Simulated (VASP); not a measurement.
Write the native input for VASP 6.6.1 that does the following.

```
Task                   : relaxation of cell and atoms
Functional             : PBE
Potentials or basis    : VASP PAW PBE potentials, release 64 (B, N)
Cutoff                 : 600 eV
k mesh                 : 15 × 15 × 1
Occupations            : gaussian, width 0.03 eV
Spin                   : no spin polarisation
Further INCAR settings : ALGO = Normal; EDIFF = 1e-06; IBRION = 2; EDIFFG = -0.01; NSW = 90; ISIF = 3
```

The structure of BN lies in POSCAR:

```
BN
1.0
    2.4982400000      0.0000000000      0.0000000000
   -1.2491200000      2.1635393000      0.0000000000
    0.0000000000      0.0000000000     18.0000000000
B N
1 1
Direct
    0.6666666700      0.3333333300      0.5000000000
    0.3333333300      0.6666666700      0.5000000000
```

These files were run (other wordings do the same):

INCAR

```
SYSTEM = BN
  ALGO = Normal
  EDIFF = 1E-6
  EDIFFG = -0.01
  ENCUT = 600
  GGA = PE
  IBRION = 2
  ISIF = 3
  ISMEAR = 0
  LASPH = .True.
  LATTICE_CONSTRAINTS = .TRUE. .TRUE. .FALSE.
  LCHARG = .False.
  LREAL = .False.
  LWAVE = .False.
  NELM = 80
  NSW = 90
  PREC = Accurate
  SIGMA = 0.03
```

KPOINTS

```
k-points
0
Gamma
  15 15 1
  0 0 0
```

Potentials or basis: VASP PAW PBE potentials, release 64 (B, N).

Command:

```console
$ cat potpaw_PBE.64/B/POTCAR potpaw_PBE.64/N/POTCAR > POTCAR
$ mpirun -np 1 vasp_std > vasp.out
```

Results of the run:

| Quantity | Value |
| --- | --- |
| Relaxed volume | 49.19 Å³/atom |
| Relaxed cell | a = 2.512 Å, b = 2.512 Å, c = 18.000 Å, α = 90.00°, β = 90.00°, γ = 120.00° |
| Space group after relaxing (to 0.05 Å) | P-6m2 (No. 187) |
| Energy gained by relaxing | 1.8 meV/atom |
| Ionic steps | 3 |
| Band gap on the k mesh | 4.66 eV, direct |

Run time: 33 s on 1 thread of Intel(R) Xeon(R) 6975P-C (Granite Rapids), on a shared host, peak memory 0.23 GiB.
